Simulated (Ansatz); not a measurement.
Start from InN in the wurtzite structure (space group P6_3mc, No. 186; a = 3.581 Å, c = 5.788 Å). Axes: x lies along a and z along c of the hexagonal cell.

Method: plane-wave PAW DFT at the PBE level (Ansatz, a first-principles code, 420 eV), no spin-orbit coupling, earlier PAW set.

Strains are applied to the cell and any free atomic positions relax; under stress the whole cell relaxes.

One change was made to it. Results:

```json
[
 {"quantity": "energy relative to the base (free energy F)", "base": "0 meV/atom", "after": "+0.215 eV/atom"},
 {"quantity": "band gap", "base": "zero", "after": "0.18 eV"}
]
```

Task: Name the change that was made.
A. isotropic strain −1.10 %
B. isotropic strain −5.62 %
C. uniaxial stress, 8 GPa tension along z
D. uniaxial strain ε_yy = +2.87 %

Result: B, isotropic strain −5.62 %. For comparison, the band gap in the other runs: uniaxial stress, 8 GPa tension along z gives zero; isotropic strain −1.10 % gives zero; uniaxial strain ε_yy = +2.87 % gives zero.

The mesh was chosen for an insulator and is coarse for the gapless case. Beyond what the load breaks, stability against distortions was not tested. All final runs are without spin polarisation. Gaps under 0.05 eV, about the width of the smearing, are given as zero. The zero or small gap of InN can change with the level of theory.
